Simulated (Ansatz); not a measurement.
NaCl built on the CsCl prototype, relaxed with r2SCAN: 5 runs in Ansatz 0.2.0, each a calculation of independent-particle optics. Space group Pm-3m (No. 221), cubic; conventional cell a = 3.460 Å, 20.70 Å³ an atom. Na has 8 Cl at 3.00 Å; Cl has 8 Na at 3.00 Å. Note: simulated data, non-magnetic, for a generated structure that need not be the stable one.

```
Na Cl
1.0
     3.45955    0.00000    0.00000
     0.00000    3.45955    0.00000
     0.00000    0.00000    3.45955
Na Cl
1 1
Direct
  0.00000 0.00000 0.00000
  0.50000 0.50000 0.50000
```

On meshes this coarse, single peaks can be features of the mesh. No local fields, no excitons; the zone sum runs over the cells of the mesh, and ε∞ includes the bands left out of the spectrum. Up to four peaks are listed, those above 15 % of the tallest and inside the complete range; the four can differ from row to row. Rows marked drawn have settings drawn at random (some not listed).

```tsv
functional	k mesh	broadening (eV)	scissors (eV)	range (eV)	settings	direct gap on the mesh before scissors (eV)	ε∞ xx	ε∞ yy	ε∞ zz	complete up to (eV)	tallest peaks of mean ε₂ (eV)
r2SCAN	6×6×6	0.1	0.00	0–18	chosen	5.45	2.80	2.80	2.80	18.0	9.30 10.35 12.70 15.80
PBE	6×6×6	0.1	1.37 (to HSE06)	0–18	chosen	4.63	2.77	2.77	2.77	18.0	9.90 11.00 13.20 16.35
r2SCAN	6×6×6	0.25	0.60	2–30	drawn	5.45	2.70	2.70	2.70	30.0	10.00 10.80 13.40 16.40
PBEsol	4×4×4	0.15	0.60	0.5–10	drawn	4.48	2.96	2.96	2.96	10.0	7.60 9.00
```

Task: Estimate from these rows what the further settings give.
```
functional  k mesh  broadening (eV)  scissors (eV)  range (eV)  settings
       PBE   6×6×6              0.1           0.00        0–18    chosen
```

Result:
```csv
functional,k mesh,broadening (eV),scissors (eV),range (eV),settings,direct gap on the mesh before scissors (eV),ε∞ xx,ε∞ yy,ε∞ zz,complete up to (eV),tallest peaks of mean ε₂ (eV)
PBE,6×6×6,0.1,0.00,0–18,chosen,4.63,3.02,3.02,3.02,18.0,8.55 9.60 11.85 15.00
```

The fundamental gap is indirect (4.10 eV with PBE on 6×6×6); the table holds the direct one.
